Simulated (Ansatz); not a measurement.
## SnO₂: relaxed-ion elastic tensor

Method: DFT PBE+D3(BJ), scalar-relativistic, plane waves, PAW (Ansatz 0.2.0). Cutoff 420 eV, 12×12×6 k-points (Γ-centred), fixed occupations. No spin polarisation.

The cell, relaxed at this level:
```yaml
crystal:
  lattice:
    - [3.21654, 0.00000, 0.00000]
    - [-1.60827, 2.78561, 0.00000]
    - [0.00000, 0.00000, 4.59192]
  atoms:
    - { symbol: Sn, position: [0.00000, 0.00000, 0.50000] }
    - { symbol: O, position: [0.33333, 0.66667, 0.72009] }
    - { symbol: O, position: [0.66667, 0.33333, 0.27991] }
```

The structure comes from a generated guess, relaxed at this level; another structure or a mixture of phases may lie lower. Spin–orbit coupling is left out, which matters for heavy elements.

(1) Give the relaxed-ion elastic constants (GPa, Voigt order xx yy zz yz xz xy, on the Cartesian axes of the cell above).

(2) Is the crystal stable against homogeneous strain?

(3) And the moduli of a polycrystal (Hill averages)?

## Answers

(1)
C11 = 283.9, C12 = 84.6, C13 = 12.5, C14 = -5.6, C22 = 283.9, C23 = 12.5, C24 = 5.6, C33 = 31.8, C44 = 7.0, C55 = 7.0, C56 = -5.5, C66 = 99.7 GPa; the others vanish.

(2) Yes: the least eigenvalue of the tensor is 6.7 GPa.

(3) B = 60 GPa, G = 35 GPa, E = 87 GPa, ν = 0.26.
